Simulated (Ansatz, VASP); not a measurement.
# HfC: VASP beside Ansatz

Contents of POSCAR:

```
HfC
1.0
    0.0000000000      2.4786947801      2.4786947801
    2.4786947801      0.0000000000      2.4786947801
    2.4786947801      2.4786947801      0.0000000000
Hf C
1 1
Direct
    0.0000000000      0.0000000000      0.0000000000
    0.2500000000      0.2500000000      0.2500000000
```

Contents of INCAR.step1:

```
PREC = Accurate
ENCUT = 520
ISMEAR = 0
SIGMA = 0.05
LREAL = False
LASPH = True
NELM = 80
NBANDS = 14
GGA = PE
ALGO = Normal
EDIFF = 1E-4
LWAVE = True
LCHARG = False
```

INCAR.step2

```
PREC = Accurate
ENCUT = 520
EDIFF = 1E-6
ISMEAR = 0
SIGMA = 0.05
LREAL = False
LASPH = True
NELM = 80
ALGO = Normal
ISIF = 2
LWAVE = False
LCHARG = False
METAGGA = R2SCAN
LMIXTAU = True
NBANDS = 14
ISTART = 1
```

File KPOINTS:

```
regular mesh
0
Gamma
  12 12 12
```

Input for Ansatz:

```yaml
crystal:
  lattice:
    - [0.0, 2.4786947801, 2.4786947801]
    - [2.4786947801, 0.0, 2.4786947801]
    - [2.4786947801, 2.4786947801, 0.0]
  atoms:
    - { symbol: Hf, position: [0.0, 0.0, 0.0] }
    - { symbol: C, position: [0.25, 0.25, 0.25] }
basis:
  ecutwfc: 500
  ecutrho_ratio: 4
kpoints:
  mp_grid: { grid: [12, 12, 12] }
hamiltonian:
  xc: r2scan
scf:
  occupations: { method: gaussian, width: 0.05 }
output:
  forces: true
  stress: true
  eigenvalues: true
```

Alike in both runs: task single point; functional r2SCAN; k mesh 12 × 12 × 12; occupations gaussian, width 0.05 eV; no spin polarisation.

```csv
,VASP,Ansatz
version,VASP 6.6.1,Ansatz 0.2.0
potentials or method,"VASP PAW PBE potentials, release 64 (Hf_pv, C)","scalar-relativistic, plane waves, PAW"
plane-wave cutoff (eV),520,500
valence electrons in the cell,14,30
```

Ansatz gave:

| Item | Value |
| --- | --- |
| gap on the k mesh at the Fermi level (eV) | 0.51 |
| least direct gap on the mesh (eV) | 0.51 |
| pressure (GPa) | 7.4 |

Problem. Estimate VASP's values.

Solution. gap on the k mesh at the Fermi level (eV): 0.52; least direct gap on the mesh (eV): 0.52; pressure (GPa): 6.9.

The two sets of potentials don't hold the same shells in valence.

Caveats: the PAW data sets were made with another functional, which shifts forces and pressure a little (VASP); spin-orbit coupling is left out, which moves the levels of the heavy elements. r2SCAN opens gaps a little over a GGA but as a rule still falls short of measured ones. A k mesh can miss the band edges.
